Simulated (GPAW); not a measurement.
# SiNi (Pmmn) in GPAW: reference runs

How does SiNi come out in PBE? The cell is run as given.

Program: GPAW 26.7.0. These are calculated values, not measurements. Logs are shortened: lines on timing, memory, paths and dates and some standing lists are left out, and cuts for length are marked. The log counts tension as positive stress, the text compression.

### 1 The structure

The structure is orthorhombic, space group Pmmn (No. 59). The conventional cell has a = 2.943 Å, b = 3.280 Å, c = 4.677 Å, α = 90.00°, β = 90.00°, γ = 90.00°. Ni (site symmetry mm2) has 6 Si at 2.34 to 2.37 Å and 4 Ni at 2.65 Å as nearest neighbours. Si (site symmetry mm2) is surrounded by 6 Ni at 2.34 to 2.37 Å and 4 Si at 2.65 Å.

The cell is a database's computed one.

### 2 Single point, PBE, collinear spin, ferromagnetic start

File run.py:

```python
from ase import Atoms
from ase.dft.bandgap import bandgap
from ase.io import write
from ase.units import Bohr, GPa
from gpaw import GPAW, PW
from gpaw.elf import elf_from_dft_calculation

atoms = Atoms(['Ni', 'Ni', 'Si', 'Si'],
              cell=[[2.94277066, 0.0, 0.0],
                    [0.0, 3.28032554, 0.0],
                    [0.0, 0.0, 4.67744676]],
              scaled_positions=[[0.5, 0.5, 0.34249559],
                                [0.0, 0.0, 0.65750441],
                                [0.5, 0.5, 0.84314316],
                                [0.0, 0.0, 0.15685684]],
              pbc=True)
atoms.set_initial_magnetic_moments([1.0, 1.0, 0.0, 0.0])

calc = GPAW(mode=PW(600),
            xc='PBE',
            kpts={'size': (9, 8, 6), 'gamma': True},
            occupations={'name': 'fermi-dirac', 'width': 0.05},
            nbands=36,
            convergence={'density': 1e-05, 'energy': 1e-05},
            maxiter=150,
            txt='gpaw.txt')
atoms.calc = calc
energy = atoms.get_potential_energy()
forces = atoms.get_forces()
stress = atoms.get_stress()
calc.write('gs.gpw')
write('result.traj', atoms)
print(f'Energy: {energy:.6f} eV')
print('Forces (eV/A):')
print(forces.round(4))
print('Stress (GPa):', (stress / GPa).round(3))
print('Moments:', calc.get_magnetic_moments().round(3))
print('Fermi level:', round(calc.get_fermi_level(), 4), 'eV')
print(f'Gap: {bandgap(calc)[0]:.4f} eV, direct: {bandgap(calc, direct=True)[0]:.4f} eV')

# fields on the real-space grid
write('density.cube', atoms, data=calc.get_pseudo_density() * Bohr**3)
write('potential.cube', atoms, data=calc.get_electrostatic_potential())
write('spin.cube', atoms, data=(calc.get_pseudo_density(spin=0) - calc.get_pseudo_density(spin=1)) * Bohr**3)
write('elf.cube', atoms, data=elf_from_dft_calculation(calc).data)
```

Potentials or basis: GPAW PAW data sets (gpaw-data 1.2.1), pw.

The run is started by

```sh
$ OMP_NUM_THREADS=1 python run.py
```

gpaw.txt:

```text
__  _  _
 | _ |_)|_||  |
 |__||  | ||/\| - 26.7.0

Input parameters:
  mode=PW(ecut=600.0),
  convergence={'density': 1e-05, 'energy': 1e-05},
  kpts=MonkhorstPack(size=(9, 8, 6), gamma=True),
  maxiter=150,
  nbands=36,
  occupations=Occupations(name='fermi-dirac', width=0.05),
  xc=XC(name='PBE')

Diagonalizing LCAO Hamiltonian
Converting LCAO to pw mode
   .------.
  /|      |
 * | Si   |
 | |      |
 Ni|      |
 | | Ni   |
 | .------.
 Si      /
 *------*

Atoms  # Å, Bohr magnetons
|   | symbol |        x |        y |        z |    initial magnetic moments |
|---|--------|----------|----------|----------|-----------------------------|
| 0 |     Ni | 1.471385 | 1.640163 | 1.602005 | ( 0.0000,  0.0000,  1.0000) |
| 1 |     Ni | 0.000000 | 0.000000 | 3.075442 | ( 0.0000,  0.0000,  1.0000) |
| 2 |     Si | 1.471385 | 1.640163 | 3.943757 | ( 0.0000,  0.0000,  0.0000) |
| 3 |     Si | 0.000000 | 0.000000 | 0.733690 | ( 0.0000,  0.0000,  0.0000) |

Unit cell  # Å
| periodic |        x |        y |        z |  lengths |    angles |
|----------|----------|----------|----------|----------|-----------|
|      yes | 2.942771 | 0.000000 | 0.000000 | 2.942771 | 90.000000 |
|      yes | 0.000000 | 3.280326 | 0.000000 | 3.280326 | 90.000000 |
|      yes | 0.000000 | 0.000000 | 4.677447 | 4.677447 | 90.000000 |

Number of symmetries: 4
Symmetry operations  # r_c * U_cc + t_c -> r_c
|   | kind |            matrix            |
|---|------|------------------------------|
| 0 |  E   |  1, 0, 0,  0, 1, 0,  0, 0, 1 |
| 1 |  σ   |  1, 0, 0,  0,-1, 0,  0, 0, 1 |
| 2 |  σ   | -1, 0, 0,  0, 1, 0,  0, 0, 1 |
| 3 |  C2  | -1, 0, 0,  0,-1, 0,  0, 0, 1 |

BZ-sampling:
  Number of BZ points: 432
  Number of IBZ points: 100

  Monkhorst-Pack size: [9, 8, 6]
  Monkhorst-Pack shift: [0.0, 0.0625, 0.08333333333333333]

K-points  # in reciprocal-cell coordinates
|     |                                coordinates |     weight |
|-----|--------------------------------------------|------------|
|   0 | (  0.00000000,   0.00000000,   0.00000000) | 0.00231481 |
|   1 | (  0.00000000,   0.00000000,   0.16666667) | 0.00462963 |
|   2 | (  0.00000000,   0.00000000,   0.33333333) | 0.00462963 |
|   3 | (  0.00000000,   0.00000000,   0.50000000) | 0.00231481 |
|   4 | (  0.00000000,   0.12500000,   0.00000000) | 0.00462963 |
|   5 | (  0.00000000,   0.12500000,   0.16666667) | 0.00925926 |
|   6 | (  0.00000000,   0.12500000,   0.33333333) | 0.00925926 |
|   7 | (  0.00000000,   0.12500000,   0.50000000) | 0.00462963 |
|   8 | (  0.00000000,   0.25000000,   0.00000000) | 0.00462963 |
|   9 | (  0.00000000,   0.25000000,   0.16666667) | 0.00925926 |
| ... |                                            |            |
|  99 | (  0.44444444,   0.50000000,   0.50000000) | 0.00462963 |

Plane wave coefficients: 1531
Cutoff: 600.0 eV

Spin-components: 2 (collinear spins)
Bands:           36
Projectors:      22
Spin-degeneracy: 1
Datatype:        complex128

Parallelization:
  kpt:    1
  domain: 1
  band:   1

Density:
  Valence electrons: 40.0
  Components: 2
  Grid points: [18 20 27]
  Charge: 0.0  # |e|

Potential:
  Grid points: [18 20 27]

species:
  Ni:
    name:    Nickel
    Z:       28.0
    valence: 16
    core:    12
    charge:  0.0  # [|e|]
    compensation charges:
      type: gauss
      rc: 0.36  # [Å]
      lmax: 2
    cutoffs:
      filter: 2.14  # [Å]
      core: 1.98  # [Å]
    projectors
    | kind |    occ | energy [eV] | rcut [Å] |
    |------|--------|-------------|----------|
    |   4s |  2.000 |      -5.642 |    1.164 |
    |   3p |  6.000 |     -71.394 |    1.207 |
    |   4p |  0.000 |      -1.226 |    1.207 |
    |   3d |  8.000 |      -8.875 |    1.138 |
    |    s |        |      21.570 |    1.164 |
    |    d |        |      18.337 |    1.138 |

    Using partial waves for Ni as LCAO basis

  Si:
    name:    Silicon
    Z:       14.0
    valence: 4
    core:    10
    charge:  0.0  # [|e|]
    compensation charges:
      type: gauss
      rc: 0.33  # [Å]
      lmax: 2
    cutoffs:
      filter: 1.86  # [Å]
      core: 2.06  # [Å]
    projectors
    | kind |    occ | energy [eV] | rcut [Å] |
    |------|--------|-------------|----------|
    |   3s |  2.000 |     -10.812 |    1.058 |
    |   3p |  2.000 |      -4.081 |    1.058 |
    |    s |        |      16.399 |    1.058 |
    |    p |        |      23.130 |    1.058 |
    |    d |        |       0.000 |    1.058 |

    Using partial waves for Si as LCAO basis

Reference energy: -98508.685395  # eV

eigensolver:
  PPCG
  Converge bands: occupied
  niter=2

density mixing:
  MSR1-Mixer
  Pratt-step length: 0.05
  Maximum mixing coefficient: 0.75
  Old densities: 10
  SVD Regularization: 0.005
  Good broyden scale: 1.0
  Trust region scale: 1.0
  Backstep threshold: 4.0
  History deletion threshold: 6.0
  Fourier metric: weight=20.0, sigma=0.015

occupation numbers:
  Fermi-Dirac:
    width: 0.0500  # eV

poisson solver:
  ecut: 4800.0  # eV

xc functional:
  name: PBE with 2 nearest neighbor stencil

convergence criteria:
- Maximum integral of absolute [dens]ity change: 1e-05 electrons / valence electron
- Maximum [total energy] change in last 3 cyles: 1e-05 eV / valence electron
- Maximum integral of absolute [eigenst]ate change: 4e-08 eV^2 / valence electron
maximum number of iterations: 150

SCF iterations
|iter     | |      energy | eigst |  dens |  magmom |
|---------|-|-------------|-------|-------|---------|
|iter:   1| |  -26.892414 | +0.71 |       |  +2.0026|
|iter:   2| |  -26.821606 | -1.14 | -1.01 |  +1.9148|
|iter:   3| |  -26.856810 | -2.39 | -1.08 |  +1.4329|
|iter:   4| |  -27.011481 | -2.27 | -1.25 |  +0.7363|
|iter:   5| |  -27.169915 | -2.70 | -1.61 |  +0.1539|
|iter:   6| |  -27.113679 | -3.00 | -1.73 |  +0.0962|
|iter:   7| |  -27.100791 | -3.56 | -1.92 |  +0.0010|
|iter:   8| |  -27.101488 | -4.65 | -2.42 |  -0.0248|
|iter:   9| |  -27.101696 | -5.27 | -2.71 |  -0.0055|
|iter:  10| |  -27.101712c| -6.34 | -3.32 |  -0.0016|
|iter:  11| |  -27.101712c| -7.57c| -4.00 |  -0.0005|
|iter:  12| |  -27.101712c| -8.12c| -4.34 |  -0.0002|
|iter:  13| |  -27.101713c| -7.86c| -4.64 |  +0.0000|
|iter:  14| |  -27.101713c| -8.23c| -5.23c|  +0.0000|

Converged in 14 steps
Energy contributions relative to reference atoms: (reference = -98508.685395)

Energy contributions:
  Kinetic:          29.143629
  Coulomb:         -19.574090
  Zero:              0.108497
  External:          0.000000
  Xc:              -36.775758
  Entropy:          -0.007980
  Spinorbit:         0.000000
  ----------------------------
  Free energy:     -27.105702
  Extrapolated:    -27.101713

dipole moment: (-12.383572, -13.804049, -0.000005)  # |e|*Ang

Total magnetic moment: (0.000000, 0.000000, 0.000018)

Local magnetic moments
|        x |        y |         z |
|----------|----------|-----------|
| 0.000000 | 0.000000 | -0.000007 |  # Ni   0
| 0.000000 | 0.000000 |  0.000002 |  # Ni   1
| 0.000000 | 0.000000 |  0.000007 |  # Si   2
| 0.000000 | 0.000000 |  0.000008 |  # Si   3

Fermi level: 10.935
Eigenvalues  # (at kpt = [0.000, 0.000, 0.000])
| band index |      eig [eV] | occ [0-1] |      eig [eV] | occ [0-1] |
|------------|---------------|-----------|---------------|-----------|
|          0 |       -53.696 |     1.000 |       -53.696 |     1.000 |
|        ... |               |           |               |           |
|         12 |         8.005 |     1.000 |         8.005 |     1.000 |
|         13 |         8.051 |     1.000 |         8.051 |     1.000 |
|         14 |         8.121 |     1.000 |         8.121 |     1.000 |
|         15 |         8.171 |     1.000 |         8.171 |     1.000 |
|         16 |         8.557 |     1.000 |         8.557 |     1.000 |
|         17 |         8.892 |     1.000 |         8.892 |     1.000 |
[... 8 lines left out ...]
|         26 |        18.786 |     0.000 |        18.786 |     0.000 |
|         27 |        19.781 |     0.000 |        19.781 |     0.000 |
|        ... |               |           |               |           |
|         35 |        28.850 |     0.000 |        28.814 |     0.000 |

No gap
No difference between direct/indirect transitions

Forces  # eV/Ang
|       x |       y |        z |
|---------|---------|----------|
| 0.00000 | 0.00000 |  0.06861 |  # Ni   0
| 0.00000 | 0.00000 | -0.06860 |  # Ni   1
| 0.00000 | 0.00000 |  0.01348 |  # Si   2
| 0.00000 | 0.00000 | -0.01349 |  # Si   3

Stress tensor  # eV/Ang^3
|         x |         y |         z |
|-----------|-----------|-----------|
| -0.053212 |  0.000000 |  0.000000 |
|  0.000000 | -0.055034 |  0.000000 |
|  0.000000 |  0.000000 | -0.051789 |

# Writing to gs.gpw (mode='')
```

Run time: 6.8 min. Hardware: 1 thread of AMD EPYC 7R43 (Zen 3), shared host; peak memory 0.36 GiB.

What came out:

```yaml
Free_energy: -27.1057 eV
Pressure: 8.5 GPa
Largest_force: 0.069 eV/Å
Band_gap_on_the_k_mesh: none (metal or under the smearing width)
Net_moment: 0.00 μB per cell
```

Forces in eV/Å, atoms in the order of the input:
```
Ni   0.000  0.000  0.069
Ni   0.000  0.000 -0.069
Si   0.000  0.000  0.013
Si   0.000  0.000 -0.013
```

Levels at points of the mesh, in eV from the Fermi level:
Spin up:
```
           k point  band 16  band 17  band 18  band 19  band 20  band 21  band 22  band 23  band 24  band 25
(0.00, 0.00, 0.00)    -2.76    -2.38    -2.04    -2.04    -1.45     1.18     2.73     5.16     5.55     7.24
(0.00, 0.00, 0.50)    -2.82    -2.75    -2.09     1.11     1.51     1.91     2.39     2.91     3.69     4.44
(0.00, 0.50, 0.00)    -2.83    -2.30    -2.30    -2.25    -2.25     1.18     1.18     4.99     4.99     7.86
(0.00, 0.50, 0.50)    -2.62    -2.10    -2.10    -2.07    -2.07     5.23     5.23     5.39     5.39     7.18
```
Spin down:
```tsv
k point	band 18	band 19	band 20	band 21	band 22	band 23
(0.00, 0.00, 0.00)	-2.04	-2.04	-1.45	1.18	2.73	5.16
(0.00, 0.00, 0.50)	-2.09	1.11	1.51	1.91	2.39	2.91
(0.00, 0.50, 0.00)	-2.30	-2.25	-2.25	1.18	1.18	4.99
(0.00, 0.50, 0.50)	-2.10	-2.07	-2.07	5.23	5.23	5.39
```

Caveat: the stock nickel data set gives pressures a few GPa off other programs.
